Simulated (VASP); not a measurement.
# Cu (Fm-3m) in VASP: settings compared, part 2 of 2

VASP 6.6.1.

## (4) Density of states, vdW-DF

POSCAR

```
Cu
1.0
    0.0000000000      1.8075000000      1.8075000000
    1.8075000000      0.0000000000      1.8075000000
    1.8075000000      1.8075000000      0.0000000000
Cu
1
Direct
    0.0000000000      0.0000000000      0.0000000000
```

INCAR.step1

```
SYSTEM = Cu
PREC = Accurate
ENCUT = 500
EDIFF = 1E-6
ISMEAR = -5
SIGMA = 0.05
LREAL = Auto
LASPH = .TRUE.
NELM = 60
ALGO = Normal
ISIF = 2
LWAVE = .FALSE.
LCHARG = .TRUE.
LMAXMIX = 4
GGA = RE
LUSE_VDW = .TRUE.
AGGAC = 0.0
NBANDS = 12
```

KPOINTS.step1

```
regular mesh
0
G
  6 6 6
  0 0 0
```

INCAR.step2

```
SYSTEM = Cu
PREC = Accurate
ENCUT = 500
EDIFF = 1E-6
ISMEAR = -5
SIGMA = 0.05
LREAL = Auto
LASPH = .TRUE.
NELM = 60
ALGO = Normal
ISIF = 2
LWAVE = .FALSE.
LCHARG = .FALSE.
LMAXMIX = 4
GGA = RE
LUSE_VDW = .TRUE.
AGGAC = 0.0
LORBIT = 11
NBANDS = 12
NEDOS = 1001
ICHARG = 11
```

KPOINTS.step2

```
regular mesh
0
G
  9 9 9
  0 0 0
```

Potentials or basis: VASP PAW PBE potentials, release 64 (Cu).

On the command line:

```console
> cat potpaw_PBE.64/Cu/POTCAR > POTCAR
> cp INCAR.step1 INCAR
> cp KPOINTS.step1 KPOINTS
> mpirun -np 1 vasp_std > vasp.out
> cp INCAR.step2 INCAR
> cp KPOINTS.step2 KPOINTS
> mpirun -np 1 vasp_std > vasp.out
```

OUTCAR:

```text
SYSTEM = Cu
   PREC = Accurate
   ENCUT = 500
   EDIFF = 1E-6
   ISMEAR = -5
   LREAL = Auto
   LASPH = .TRUE.
   NELM = 60
   ISIF = 2
   GGA = RE
   LORBIT = 11
   ICHARG = 11

 ion  position               nearest neighbor table
   1  0.000  0.000  0.000-

  LATTYP: Found a face centered cubic cell.
 ALAT       =     3.6150000000

  Lattice vectors:

 A1 = (   0.0000000000,   1.8075000000,   1.8075000000)
 A2 = (   1.8075000000,   0.0000000000,   1.8075000000)
 A3 = (   1.8075000000,   1.8075000000,   0.0000000000)

Analysis of symmetry for initial positions (statically):
=====================================================================
 Subroutine PRICEL returns:
 Original cell was already a primitive cell.

 Routine SETGRP: Setting up the symmetry group for a
 face centered cubic supercell.

 Subroutine GETGRP returns: Found 48 space group operations
 (whereof 48 operations were pure point group operations)
 out of a pool of 48 trial point group operations.

The static configuration has the point symmetry O_h .

Analysis of symmetry for dynamics (positions and initial velocities):
=====================================================================
 Subroutine PRICEL returns:
 Original cell was already a primitive cell.

 Routine SETGRP: Setting up the symmetry group for a
 face centered cubic supercell.

 Subroutine GETGRP returns: Found 48 space group operations
 (whereof 48 operations were pure point group operations)
 out of a pool of 48 trial point group operations.

The dynamic configuration has the point symmetry O_h .

 Subroutine INISYM returns: Found 48 space group operations
 (whereof 48 operations are pure point group operations),
 and found     1 'primitive' translations

----------------------------------------------------------------------------------------

                                     Primitive cell

  volume of cell :      11.8104

[... 138 lines left out ...]

 number of electron      11.0000001 magnetization

 Free energy of the ion-electron system (eV)
  ---------------------------------------------------
  ext. energy  EPLUGINS =         0.00000000
  ---------------------------------------------------
  free energy    TOTEN  =        -0.06923088 eV

  energy without entropy =       -0.06923088  energy(sigma->0) =       -0.06923088

 E-fermi :   7.8059     XC(G=0): -12.5727

 val. band max:        7.5514111352   @ k =   0.4444   0.3333   0.0000
 cond. band min:       7.9398295497   @ k =  -0.4444   0.1111   0.0000
 fundamental gap:      0.3884184145
 Fermi energy:         7.8059225828

 k-point     1 :       0.0000    0.0000    0.0000
  band No.  band energies     occupation
      1      -1.5991      2.00000
      2       4.5554      2.00000
      3       4.5554      2.00000
      4       4.5554      2.00000
      5       5.3617      2.00000
      6       5.3617      2.00000
      7      30.5063      0.00000
      8      32.9067      0.00000
      9      32.9067      0.00000
     10      32.9067      0.00000
     11      35.5013      0.00000
     12      35.5013      0.00000
[... 496 lines left out ...]
 k-point    35 :      -0.3333    0.4444    0.2222
  band No.  band energies     occupation
      1       3.4993      2.00000
      2       3.9018      2.00000
      3       4.2191      2.00000
      4       5.3571      2.00000
      5       6.0161      2.00000
      6      11.8321      0.00000
      7      14.9261      0.00000
      8      16.7738      0.00000
      9      17.5102      0.00000
     10      34.5505      0.00000
     11      35.4993      0.00000
     12      38.2441      0.00000

------------------------ aborting loop because EDIFF is reached ----------------------------------------

 total charge

# of ion       s       p       d       tot
------------------------------------------
    1        0.451   0.375   9.208  10.034

  FORCE on cell =-STRESS in cart. coord.  units (eV):
  Direction    XX          YY          ZZ          XY          YZ          ZX
  --------------------------------------------------------------------------------------
  -------------------------------------------------------------------------------------
  Total        1.6231375      1.6231375      1.6231375     -0.0000000     -0.0000000      0.0000000
  in kB      220.1917209    220.1917209    220.1917209     -0.0000000     -0.0000000      0.0000000
  external PRESSURE =     220.1917209 kB  Pullay stress =       0.0000000 kB

 VOLUME and BASIS-vectors are now :
 -----------------------------------------------------------------------------
  energy-cutoff  :      500.00
  volume of cell :       11.81
      direct lattice vectors                 reciprocal lattice vectors
     0.000000000  1.807500000  1.807500000    -0.276625173  0.276625173  0.276625173
     1.807500000  0.000000000  1.807500000     0.276625173 -0.276625173  0.276625173
     1.807500000  1.807500000  0.000000000     0.276625173  0.276625173 -0.276625173

 POSITION                                       TOTAL-FORCE (eV/Angst)
 -----------------------------------------------------------------------------------
      0.00000      0.00000      0.00000         0.000000      0.000000      0.000000
 -----------------------------------------------------------------------------------
    total drift:                               -0.000000     -0.000000     -0.000000

  FREE ENERGIE OF THE ION-ELECTRON SYSTEM (eV)
  ---------------------------------------------------
  free  energy   TOTEN  =        -0.0692308752 eV

  energy  without entropy=       -0.0692308752  energy(sigma->0) =       -0.06923088

Total vdW correction in eV:      2.0814338

 total charge

# of ion       s       p       d       tot
------------------------------------------
    1        0.451   0.375   9.208  10.034
```

It took 22 s on 1 thread of Intel Xeon 6975P-C (Granite Rapids), shared host; peak memory 0.21 GiB.

The run converged, but some of its settings lie outside the range that counts as converged, so its numbers aren't taken as properties of the crystal.

Results:

| Item | Value |
| --- | --- |
| Valence electrons inside the program's atomic spheres | Cu 10.03 |

Caveat: the k mesh is coarse (spacing up to 0.50 Å⁻¹), so the values aren't converged; the PAW data sets were made with another functional, which shifts forces and pressure a little; tetrahedron occupations give inexact forces and stress in metals.

## (5) Band structure, PBE

POSCAR is that of step 4.

INCAR.step1

```
SYSTEM = Cu
ALGO = Normal
EDIFF = 1E-6
ENCUT = 500
GGA = PE
ISIF = 2
ISMEAR = -1
LASPH = .True.
LCHARG = .True.
LMAXMIX = 4
LREAL = .False.
LWAVE = .False.
NELM = 60
PREC = Accurate
SIGMA = 0.05
```

KPOINTS.step1

```
k-points
0
Gamma
  13 13 13
  0 0 0
```

INCAR.step2

```
SYSTEM = Cu
ALGO = Normal
EDIFF = 1E-6
ENCUT = 500
GGA = PE
ICHARG = 11
ISIF = 2
ISMEAR = 0
LASPH = .True.
LCHARG = .False.
LMAXMIX = 4
LREAL = .False.
LWAVE = .False.
NELM = 60
PREC = Accurate
SIGMA = 0.05
```

KPOINTS.step2

```
path GXWKGLUWLK,UX
10
line-mode
reciprocal
 0.0000000000  0.0000000000  0.0000000000  G
 0.5000000000  0.0000000000  0.5000000000  X

 0.5000000000  0.0000000000  0.5000000000  X
 0.5000000000  0.2500000000  0.7500000000  W

 0.5000000000  0.2500000000  0.7500000000  W
 0.3750000000  0.3750000000  0.7500000000  K

 0.3750000000  0.3750000000  0.7500000000  K
 0.0000000000  0.0000000000  0.0000000000  G

 0.0000000000  0.0000000000  0.0000000000  G
 0.5000000000  0.5000000000  0.5000000000  L

 0.5000000000  0.5000000000  0.5000000000  L
 0.6250000000  0.2500000000  0.6250000000  U

 0.6250000000  0.2500000000  0.6250000000  U
 0.5000000000  0.2500000000  0.7500000000  W

 0.5000000000  0.2500000000  0.7500000000  W
 0.5000000000  0.5000000000  0.5000000000  L

 0.5000000000  0.5000000000  0.5000000000  L
 0.3750000000  0.3750000000  0.7500000000  K

 0.6250000000  0.2500000000  0.6250000000  U
 0.5000000000  0.0000000000  0.5000000000  X
```

On the command line:

```console
> cat potpaw_PBE.64/Cu/POTCAR > POTCAR
> cp INCAR.step1 INCAR
> cp KPOINTS.step1 KPOINTS
> mpirun -np 1 vasp_std > vasp.out
> cp INCAR.step2 INCAR
> cp KPOINTS.step2 KPOINTS
> mpirun -np 1 vasp_std > vasp.out
```

It took 9.5 s on 1 thread of AMD EPYC 9R45 (Zen 5), shared host; peak memory 0.1 GiB.

The run converged. Its results:

```yaml
Band_gap_along_the_path: none (metal or under the smearing width)
```

Levels at the corners of the path, in eV from the Fermi level:
| point | band 2 | band 3 | band 4 | band 5 | band 6 | band 7 | band 8 | band 9 |
| --- | --- | --- | --- | --- | --- | --- | --- | --- |
| Γ | -3.21 | -3.21 | -3.21 | -2.39 | -2.39 | 22.42 | 25.06 | 25.06 |
| X | -4.60 | -1.84 | -1.68 | -1.68 | 1.32 | 6.93 | 12.90 | 12.90 |
| X | -4.60 | -1.84 | -1.68 | -1.68 | 1.32 | 6.93 | 12.90 | 12.90 |
| W | -3.72 | -3.72 | -2.43 | -1.68 | 6.02 | 6.02 | 8.12 | 8.63 |
| W | -3.72 | -3.72 | -2.43 | -1.68 | 6.02 | 6.02 | 8.12 | 8.63 |
| K | -4.25 | -2.95 | -2.26 | -1.87 | 4.15 | 5.55 | 7.66 | 14.98 |
| K | -4.25 | -2.95 | -2.26 | -1.87 | 4.15 | 5.55 | 7.66 | 14.98 |
| Γ | -3.21 | -3.21 | -3.21 | -2.39 | -2.39 | 22.42 | 25.06 | 25.06 |
| Γ | -3.21 | -3.21 | -3.21 | -2.39 | -2.39 | 22.42 | 25.06 | 25.06 |
| L | -3.24 | -3.24 | -1.82 | -1.82 | -1.18 | 3.58 | 20.91 | 21.89 |
| L | -3.24 | -3.24 | -1.82 | -1.82 | -1.18 | 3.58 | 20.91 | 21.89 |
| U | -4.25 | -2.95 | -2.26 | -1.87 | 4.15 | 5.55 | 7.66 | 14.98 |
| U | -4.25 | -2.95 | -2.26 | -1.87 | 4.15 | 5.55 | 7.66 | 14.98 |
| W | -3.72 | -3.72 | -2.43 | -1.68 | 6.02 | 6.02 | 8.12 | 8.63 |
| W | -3.72 | -3.72 | -2.43 | -1.68 | 6.02 | 6.02 | 8.12 | 8.63 |
| L | -3.24 | -3.24 | -1.82 | -1.82 | -1.18 | 3.58 | 20.91 | 21.89 |
| L | -3.24 | -3.24 | -1.82 | -1.82 | -1.18 | 3.58 | 20.91 | 21.89 |
| K | -4.25 | -2.95 | -2.26 | -1.87 | 4.15 | 5.55 | 7.66 | 14.98 |
| U | -4.25 | -2.95 | -2.26 | -1.87 | 4.15 | 5.55 | 7.66 | 14.98 |
| X | -4.60 | -1.84 | -1.68 | -1.68 | 1.32 | 6.93 | 12.90 | 12.90 |

Caveat: the log is that of the step along the path at fixed density, whose energy, stress, charges and moments have no meaning.

## (6) Band structure, PBE

POSCAR is that of step 5.

INCAR.step1

```
SYSTEM = Cu
PREC     = Accurate       ! precision mode
ENCUT    = 520            ! plane-wave cutoff, eV
EDIFF    = 1E-7           ! SCF threshold, eV
ISMEAR   = -1             ! smearing method
SIGMA    = 0.05           ! smearing width, eV
LREAL    = .False.        ! projectors in reciprocal space
LASPH    = .True.         ! aspherical terms in the spheres
NELM     = 60             ! most SCF steps
ALGO     = Normal         ! electronic algorithm
ISIF     = 2              ! what is computed and relaxed
LWAVE    = .False.        ! write WAVECAR
LCHARG   = .True.         ! write CHGCAR
LMAXMIX  = 4              ! l up to which the mixer works
GGA      = PE             ! functional
NBANDS   = 14             ! bands
```

KPOINTS.step1

```
Automatic mesh
0
Gamma
  13 13 13
  0 0 0
```

INCAR.step2

```
SYSTEM = Cu
PREC     = Accurate       ! precision mode
ENCUT    = 520            ! plane-wave cutoff, eV
EDIFF    = 1E-7           ! SCF threshold, eV
ISMEAR   = 0              ! smearing method
SIGMA    = 0.05           ! smearing width, eV
LREAL    = .False.        ! projectors in reciprocal space
LASPH    = .True.         ! aspherical terms in the spheres
NELM     = 60             ! most SCF steps
ALGO     = Normal         ! electronic algorithm
ISIF     = 2              ! what is computed and relaxed
LWAVE    = .False.        ! write WAVECAR
LCHARG   = .False.        ! write CHGCAR
LMAXMIX  = 4              ! l up to which the mixer works
GGA      = PE             ! functional
NBANDS   = 14             ! bands
ICHARG   = 11             ! starting density
```

KPOINTS.step2, as its differences from that of step 5:

```diff
@@ -1,3 +1,3 @@
 path GXWKGLUWLK,UX
-10
+20
 line-mode
```

Potentials or basis: VASP PAW PBE potentials, release 64 (Cu_pv).

On the command line:

```console
> cat potpaw_PBE.64/Cu_pv/POTCAR > POTCAR
> cp INCAR.step1 INCAR
> cp KPOINTS.step1 KPOINTS
> mpirun -np 1 vasp_std > vasp.out
> cp INCAR.step2 INCAR
> cp KPOINTS.step2 KPOINTS
> mpirun -np 1 vasp_std > vasp.out
```

Run time: 20 s. Hardware: 1 thread of AMD EPYC 9R45 (Zen 5), shared host; peak memory 0.11 GiB.

The run converged. Its results:

```yaml
Band_gap_along_the_path: none (metal or under the smearing width)
```

Levels at the corners of the path, in eV from the Fermi level:
```
point  band 6  band 7  band 8  band 9  band 10  band 11
    Γ   -3.19   -3.19   -2.36   -2.36    22.59    25.22
    X   -1.80   -1.64   -1.64    1.28     6.93    12.92
    X   -1.80   -1.64   -1.64    1.28     6.93    12.92
    W   -3.70   -2.40   -1.64    6.01     6.01     8.13
    W   -3.70   -2.40   -1.64    6.01     6.01     8.13
    K   -2.93   -2.23   -1.84    4.14     5.54     7.65
    K   -2.93   -2.23   -1.84    4.14     5.54     7.65
    Γ   -3.19   -3.19   -2.36   -2.36    22.59    25.22
    Γ   -3.19   -3.19   -2.36   -2.36    22.59    25.22
    L   -3.22   -1.79   -1.79   -1.22     3.57    21.03
    L   -3.22   -1.79   -1.79   -1.22     3.57    21.03
    U   -2.93   -2.23   -1.84    4.14     5.54     7.65
    U   -2.93   -2.23   -1.84    4.14     5.54     7.65
    W   -3.70   -2.40   -1.64    6.01     6.01     8.13
    W   -3.70   -2.40   -1.64    6.01     6.01     8.13
    L   -3.22   -1.79   -1.79   -1.22     3.57    21.03
    L   -3.22   -1.79   -1.79   -1.22     3.57    21.03
    K   -2.93   -2.23   -1.84    4.14     5.54     7.65
    U   -2.93   -2.23   -1.84    4.14     5.54     7.65
    X   -1.80   -1.64   -1.64    1.28     6.93    12.92
```

Caveat: the log is that of the step along the path at fixed density, whose energy, stress, charges and moments have no meaning.

## (7) For comparison

An earlier run on the cell as given: functional PBE; potentials or basis VASP PAW PBE potentials, release 64 (Cu); cutoff 520 eV; k mesh 13 × 13 × 13; occupations fermi-dirac, width 0.05 eV; no spin polarisation.

* Pressure: 2.2 GPa
* Band gap on the k mesh: none (metal or under the smearing width)

## (8) The runs side by side

```csv
task,level,potentials or basis,cell,k mesh,cutoff (eV),smearing,grid for exact exchange (PRECFOCK),exchange at q = 0,mesh quality,gap on the mesh (eV),pressure (GPa)
density of states,PBEsol0,"VASP PAW PBE potentials, release 64 (Cu)",as given,7 × 7 × 7,520,tetrahedron,Fast,truncated,coarse,none,-4.2
band structure,SCAN+D3,"VASP PAW PBE potentials, release 64 (Cu_pv)",cell strained at random at fixed volume,13 × 13 × 13,520,gaussian 0.01 eV,-,-,not flagged,-,-9.7
band structure,PBE,"VASP PAW PBE potentials, release 64 (Cu)",as given,13 × 13 × 13,500,fermi-dirac 0.05 eV,-,-,not flagged,-,-
band structure,PBE,"VASP PAW PBE potentials, release 64 (Cu_pv)",as given,13 × 13 × 13,520,fermi-dirac 0.05 eV,-,-,not flagged,-,-
single point,PBE,"VASP PAW PBE potentials, release 64 (Cu)",as given,13 × 13 × 13,520,fermi-dirac 0.05 eV,-,-,not flagged,none,2.2
```

Alike in all rows: no spin polarisation.

Caveats: some runs use coarse meshes; the PAW data sets were made with another functional, which shifts forces and pressure a little (some runs); tetrahedron occupations give inexact forces and stress in metals (some runs); pairwise dispersion overbinds metals, which lowers pressure and volume (some runs).

Absolute energies hang on the potentials; compare differences alone.
